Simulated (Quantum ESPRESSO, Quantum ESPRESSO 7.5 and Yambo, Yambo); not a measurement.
# A GW chain in Yambo: SiC (Moissanite)

Wanted: ground state, empty states, screening and self-energy for SiC (Moissanite).

Calculated with Quantum ESPRESSO 7.5 and Yambo 5.3.0; PBE and many-body steps on it, plane waves.

**Experimental background.**

- Gap 3.33 eV: band gap at cryogenic temperature; bulk crystal (literature value) (quoted in “Silicon carbide diodes for neutron detection”, 2020, arxiv:2009.14696).

This is a report of a sequence of runs, with most program output left out.

## (1) The starting structure

Symmetry: P6_3mc, No. 186, hexagonal system. Conventional cell: a = 3.076 Å, b = 3.076 Å, c = 5.048 Å, α = 90.00°, β = 90.00°, γ = 120.00°. Nearest to Si lie 4 C at 1.87 to 1.94 Å. C has 4 Si at 1.87 to 1.94 Å nearest. Farther neighbours are not listed.

Structure file:

```cif
data_structure
_symmetry_space_group_name_H-M 'P6_3mc'
_symmetry_Int_Tables_number 186
_cell_length_a 3.0760
_cell_length_b 3.0760
_cell_length_c 5.0480
_cell_angle_alpha 90.000
_cell_angle_beta 90.000
_cell_angle_gamma 120.000
_cell_volume 41.36
loop_
_atom_site_label
_atom_site_type_symbol
_atom_site_symmetry_multiplicity
_atom_site_Wyckoff_symbol
_atom_site_fract_x
_atom_site_fract_y
_atom_site_fract_z
_atom_site_occupancy
Si1 Si 2 b 0.33333 0.66667 0.00000 1
C1 C 2 b 0.33333 0.66667 0.38500 1
```

The cell and positions come from the Crystallography Open Database and are kept as given unless a step says otherwise.

## (2) Ground state

This step: Quantum ESPRESSO 7.5; DFT, PBE, plane waves, norm-conserving pseudopotentials.

The ground-state density comes first.

The input, pw.in:

```
&control
  calculation = 'scf'
  prefix = 'x'
  outdir = 'o'
  pseudo_dir = 'pseudo'
/
&system
  ibrav = 0
  nat = 4
  ntyp = 2
  ecutwfc = 74.0
  nbnd = 14
  force_symmorphic = .true.
/
&electrons
  conv_thr = 1e-10
  electron_maxstep = 80
  mixing_beta = 0.5
/
ATOMIC_SPECIES
  Si 28.085 Si.upf
  C 12.011 C.upf
CELL_PARAMETERS angstrom
  3.0760000000 0.0000000000 0.0000000000
  -1.5380000000 2.6638941420 0.0000000000
  0.0000000000 0.0000000000 5.0480000000
ATOMIC_POSITIONS crystal
  Si 0.3333333333 0.6666666667 0.0000000000
  Si 0.6666666667 0.3333333333 0.5000000000
  C 0.3333333333 0.6666666667 0.3850000000
  C 0.6666666667 0.3333333333 0.8850000000
K_POINTS automatic
  6 6 4 0 0 0
```

Run with:

```sh
$ OMP_NUM_THREADS=1 mpirun -n 8 pw.x -nk 8 -in pw.in > pw.out
```

It took 3.6 s on 8 MPI ranks of Intel Xeon Platinum 8488C (Sapphire Rapids), shared host; peak memory 0.49 GiB.

This step gave:

```
total energy               : -558.8583 eV
gap                        : 2.329 eV
k of the valence top       : 0, 0, 0
k of the conduction bottom : 0.3333, 0.3333, 0
least direct gap           : 4.083 eV
```

The gap is indirect, with the least direct gap 1.75 eV higher.

## (3) Bands along the symmetry lines

Levels along a band path, at the cheap level, show where the edges lie and whether the meshes to come will hold them.

The input, pw.in:

```
&control
  calculation = 'bands'
  prefix = 'x'
  outdir = 'o'
  pseudo_dir = 'pseudo'
/
&system
  ibrav = 0
  nat = 4
  ntyp = 2
  ecutwfc = 74.0
  nbnd = 14
  force_symmorphic = .true.
/
&electrons
  conv_thr = 1e-9
  electron_maxstep = 80
  diago_full_acc = .true.
  diago_thr_init = 5e-6
/
ATOMIC_SPECIES
  Si 28.085 Si.upf
  C 12.011 C.upf
CELL_PARAMETERS angstrom
  3.0760000000 0.0000000000 0.0000000000
  -1.5380000000 2.6638941420 0.0000000000
  0.0000000000 0.0000000000 5.0480000000
ATOMIC_POSITIONS crystal
  Si 0.3333333333 0.6666666667 0.0000000000
  Si 0.6666666667 0.3333333333 0.5000000000
  C 0.3333333333 0.6666666667 0.3850000000
  C 0.6666666667 0.3333333333 0.8850000000
K_POINTS crystal
  75
  0.00000000 0.00000000 0.00000000 1
  0.06250000 0.00000000 0.00000000 1
  0.12500000 0.00000000 0.00000000 1
  0.18750000 0.00000000 0.00000000 1
  0.25000000 0.00000000 0.00000000 1
  0.31250000 0.00000000 0.00000000 1
  0.37500000 0.00000000 0.00000000 1
  0.43750000 0.00000000 0.00000000 1
  0.50000000 0.00000000 0.00000000 1
  0.47916667 0.04166667 0.00000000 1
  0.45833333 0.08333333 0.00000000 1
  0.43750000 0.12500000 0.00000000 1
  0.41666666 0.16666666 0.00000000 1
  0.39583333 0.20833333 0.00000000 1
  0.37500000 0.25000000 0.00000000 1
  0.35416666 0.29166666 0.00000000 1
  0.33333333 0.33333333 0.00000000 1
  0.29166666 0.29166666 0.00000000 1
  0.25000000 0.25000000 0.00000000 1
  0.20833333 0.20833333 0.00000000 1
  0.16666666 0.16666666 0.00000000 1
  0.12500000 0.12500000 0.00000000 1
  0.08333333 0.08333333 0.00000000 1
  0.04166667 0.04166667 0.00000000 1
  0.00000000 0.00000000 0.00000000 1
  0.00000000 0.00000000 0.06250000 1
  0.00000000 0.00000000 0.12500000 1
  0.00000000 0.00000000 0.18750000 1
  0.00000000 0.00000000 0.25000000 1
  0.00000000 0.00000000 0.31250000 1
  0.00000000 0.00000000 0.37500000 1
  0.00000000 0.00000000 0.43750000 1
  0.00000000 0.00000000 0.50000000 1
  0.06250000 0.00000000 0.50000000 1
  0.12500000 0.00000000 0.50000000 1
  0.18750000 0.00000000 0.50000000 1
  0.25000000 0.00000000 0.50000000 1
  0.31250000 0.00000000 0.50000000 1
  0.37500000 0.00000000 0.50000000 1
  0.43750000 0.00000000 0.50000000 1
  0.50000000 0.00000000 0.50000000 1
  0.47916667 0.04166667 0.50000000 1
  0.45833333 0.08333333 0.50000000 1
  0.43750000 0.12500000 0.50000000 1
  0.41666666 0.16666666 0.50000000 1
  0.39583333 0.20833333 0.50000000 1
  0.37500000 0.25000000 0.50000000 1
  0.35416666 0.29166666 0.50000000 1
  0.33333333 0.33333333 0.50000000 1
  0.29166666 0.29166666 0.50000000 1
  0.25000000 0.25000000 0.50000000 1
  0.20833333 0.20833333 0.50000000 1
  0.16666666 0.16666666 0.50000000 1
  0.12500000 0.12500000 0.50000000 1
  0.08333333 0.08333333 0.50000000 1
  0.04166667 0.04166667 0.50000000 1
  0.00000000 0.00000000 0.50000000 1
  0.50000000 0.00000000 0.50000000 1
  0.50000000 0.00000000 0.43750000 1
  0.50000000 0.00000000 0.37500000 1
  0.50000000 0.00000000 0.31250000 1
  0.50000000 0.00000000 0.25000000 1
  0.50000000 0.00000000 0.18750000 1
  0.50000000 0.00000000 0.12500000 1
  0.50000000 0.00000000 0.06250000 1
  0.50000000 -0.00000000 0.00000000 1
  0.33333333 0.33333333 0.50000000 1
  0.33333333 0.33333333 0.43750000 1
  0.33333333 0.33333333 0.37500000 1
  0.33333333 0.33333333 0.31250000 1
  0.33333333 0.33333333 0.25000000 1
  0.33333333 0.33333333 0.18750000 1
  0.33333333 0.33333333 0.12500000 1
  0.33333333 0.33333333 0.06250000 1
  0.33333333 0.33333333 0.00000000 1
```

The job ended after 3.5 s (8 MPI ranks; peak memory 0.47 GiB).

Numbers from this step:

| Property | Result |
| --- | --- |
| gap | 2.329 eV |
| k of the valence top | 0, 0, 0 |
| k of the conduction bottom | 0.3333, 0.3333, 0 |
| least direct gap | 4.083 eV |

The gap is 2.329 eV, as in the run before at this level.

The electronic bands at the labelled points (eV, zero at the top of the highest filled band; v1 is the highest filled band, c1 the lowest empty one):

```
    point     v4     v3     v2     v1    c1    c2    c3    c4
        Γ  -1.56  -0.28  -0.28   0.00  4.62  6.02  6.51  6.51
  halfway  -3.22  -2.75  -0.93  -0.90  3.89  5.73  6.97  7.71
        M  -5.44  -3.55  -3.26  -1.49  2.60  4.20  6.75  7.21
  halfway  -5.48  -4.79  -3.34  -2.83  3.26  4.96  7.50  8.29
        K  -6.51  -4.12  -4.04  -4.04  2.33  7.98  8.65  8.65
  halfway  -4.36  -3.07  -1.73  -1.17  5.10  5.66  6.81  6.96
        Γ  -1.56  -0.28  -0.28   0.00  4.62  6.02  6.51  6.51
  halfway  -1.39  -1.39  -0.49  -0.49  4.90  6.63  6.63  6.85
        A  -0.97  -0.97  -0.97  -0.97  5.71  5.71  7.17  7.17
  halfway  -3.07  -3.07  -1.96  -1.96  4.36  4.36  7.13  7.13
        L  -2.69  -2.69  -2.34  -2.34  3.17  3.17  5.00  5.00
  halfway  -4.46  -4.46  -1.95  -1.95  4.12  4.12  6.12  6.12
        H  -5.86  -5.86  -1.75  -1.75  4.82  4.82  5.97  5.97
  halfway  -3.19  -3.19  -2.64  -2.64  5.03  5.03  7.34  7.34
        A  -0.97  -0.97  -0.97  -0.97  5.71  5.71  7.17  7.17
jump to L  -2.69  -2.69  -2.34  -2.34  3.17  3.17  5.00  5.00
  halfway  -4.17  -3.32  -2.34  -1.90  2.93  3.18  6.41  6.84
        M  -5.44  -3.55  -3.26  -1.49  2.60  4.20  6.75  7.21
jump to H  -5.86  -5.86  -1.75  -1.75  4.82  4.82  5.97  5.97
  halfway  -6.66  -4.76  -2.85  -2.85  3.52  6.34  6.34  7.68
        K  -6.51  -4.12  -4.04  -4.04  2.33  7.98  8.65  8.65
```

## (4) Empty states on the mesh, 6×6×4 mesh, 273 bands

The sums over transitions need many empty states on a uniform mesh; this step solves for them.

The input, pw.in:

```
&control
  calculation = 'nscf'
  prefix = 'x'
  outdir = 'o'
  pseudo_dir = 'pseudo'
/
&system
  ibrav = 0
  nat = 4
  ntyp = 2
  ecutwfc = 74.0
  nbnd = 273
  force_symmorphic = .true.
/
&electrons
  conv_thr = 1e-9
  electron_maxstep = 80
  diago_full_acc = .true.
  diago_thr_init = 5e-6
/
ATOMIC_SPECIES
  Si 28.085 Si.upf
  C 12.011 C.upf
CELL_PARAMETERS angstrom
  3.0760000000 0.0000000000 0.0000000000
  -1.5380000000 2.6638941420 0.0000000000
  0.0000000000 0.0000000000 5.0480000000
ATOMIC_POSITIONS crystal
  Si 0.3333333333 0.6666666667 0.0000000000
  Si 0.6666666667 0.3333333333 0.5000000000
  C 0.3333333333 0.6666666667 0.3850000000
  C 0.6666666667 0.3333333333 0.8850000000
K_POINTS automatic
  6 6 4 0 0 0
```

Run with:

```sh
$ OMP_NUM_THREADS=1 mpirun -n 8 pw.x -nk 4 -in pw.in > pw.out
```

The job ended after 26 s (8 MPI ranks; peak memory 0.78 GiB).

This step gave:

```
gap                                                           : 2.329 eV
k of the valence top                                          : 0, 0, 0
k of the conduction bottom                                    : 0.3333, 0.3333, 0
least direct gap                                              : 4.083 eV
k points computed                                             : 24
lowest point of the top converged band, above the valence top : 180.3664 eV
```

On this mesh the gap is 2.329 eV.

## (5) Conversion and set-up

This step: Yambo 5.3.0; conversion and set-up on PBE, plane waves, norm-conserving pseudopotentials.

The states are converted to the many-body program's format and the q mesh is built.

Run with:

```sh
$ (cd o/x.save; p2y > p2y.log; mv SAVE ../..); yambo > setup.log
```

The job ended after 3.4 s (1 MPI rank; peak memory 0.25 GiB).

## (6) Screening and self-energy, 6×6×4 mesh, 273 bands, screening to 217.7 eV

Now the one-shot GW correction: screening in the RPA, then the self-energy of the levels asked for.

This step: G0W0 on PBE, plane waves, norm-conserving pseudopotentials.

The input, gw3.in:

```
HF_and_locXC
gw0
dyson
ppa
em1d
rim_cut
RandQpts= 1000000
RandGvec= 1 RL
EXXRLvcs= 74 Ry
VXCRLvcs= 296 Ry
Chimod= "HARTREE"
% BndsRnXp
 1 | 273 |
%
NGsBlkXp= 16 Ry
% LongDrXp
 1 | 1 | 1 |
%
% GbndRnge
 1 | 273 |
%
DysSolver= "n"
ExtendOut
PPAPntXp= 27.21138 eV
% QPkrange
 1 | 1 | 7 | 10 |
 19 | 19 | 7 | 10 |
 10 | 10 | 7 | 10 |
%
```

Run with:

```sh
$ OMP_NUM_THREADS=1 mpirun -n 8 yambo -F gw3.in -J gw3 -C gw3 > gw3.log
```

Elapsed: 13 min, on 8 MPI ranks; peak memory 6 GiB; 1.7 h of CPU time.

Numbers from this step:

- G0W0 gap on the points computed: 3.073 eV
- starting gap on the mesh: 2.329 eV
- k of the valence top: 0, 0, 0
- k of the conduction bottom: 0.3333, 0.3333, 0
- least direct G0W0 gap on the computed points: 5.057 eV
- Z at the valence top: 0.7966
- Z at the conduction bottom: 0.8275

The gap on the mesh goes from 2.33 eV to 3.07 eV, a correction of +0.74 eV.

Limits: finite bands, cutoff and mesh. v1 is the top filled band, c1 the lowest empty one. Levels before and after the correction, in eV, zero at the valence-band top of each column:

```
           conduction bottom  valence top
Kohn-Sham               2.33         0.00
     G0W0               3.07         0.00
```

```
                           level  energy (eV)
Kohn-Sham                   Γ v2       -0.275
Kohn-Sham                   Γ v1        0.000
Kohn-Sham                   Γ c1        4.620
Kohn-Sham                   Γ c2        6.019
Kohn-Sham  (0.333 0.333 0) v2-v1       -4.042
Kohn-Sham     (0.333 0.333 0) c1        2.329
Kohn-Sham     (0.333 0.333 0) c2        7.984
     G0W0                   Γ v2       -0.303
     G0W0                   Γ v1        0.000
     G0W0                   Γ c1        5.522
     G0W0                   Γ c2        6.877
     G0W0  (0.333 0.333 0) v2-v1       -4.380
     G0W0     (0.333 0.333 0) c1        3.073
     G0W0     (0.333 0.333 0) c2        9.089
```

## (7) Where the time went

Times are wall times on the hardware named with each run, good to a factor of about two.

```
                          step    time  share  memory (GiB)
                  ground state   3.6 s    0 %          0.49
bands along the symmetry lines   3.5 s    0 %          0.47
      empty states on the mesh    26 s    3 %          0.78
         conversion and set-up   3.4 s    0 %          0.25
     screening and self-energy  13 min   95 %           6.0
```

## (8) Outcome

| Quantity | Value |
| --- | --- |
| PBE gap | 2.33 eV, indirect |
| G0W0 gap on the mesh | 3.07 eV |
| GW settings | 6×6×4 mesh, 273 bands, screening to 217.7 eV, Godby-Needs plasmon pole |
| known limits | not at the basis limit |

**Reading.** G0W0 moves the gap on the mesh from 2.33 eV to 3.07 eV (+0.74 eV), with Z of 0.80 and 0.83 at the edges. Only 3 of the mesh's irreducible points were corrected, so a valley elsewhere could overtake. The dearest step here is «screening and self-energy». Against experiment, by G0W0@PBE: the gap of 3.07 eV lies −0.26 eV from the measured 3.33 eV (kind not stated, quoted 2020). The calculation has static nuclei and no excitons; a measured gap holds zero-point and thermal motion, which mostly lowers it. Bands and cutoff are finite, so the gap is not at the basis limit. The miss can reach some tenths of an eV and take either sign; the mesh is an error of its own. In the G0W0 run levels were corrected at 3 k points alone, so a gap called «on the mesh» is the least over those, and an edge elsewhere would be missed.

[Paths, hosts, dates, memory and timing lines, banners, echoed tables and standing remarks are left out of the program output.]

[Logs are printed without paths, hosts, clocks, repeated set-up lines and the standing remarks that a program may print on its own settings, such as how far it seeks lower states.]

[Runs of the session that timed out or met a known fault of the program may be left out.]

[Hosts, paths, dates, database ids (printed as entryN), source tags and the programs' standing remarks are cut or masked in the printed files.]
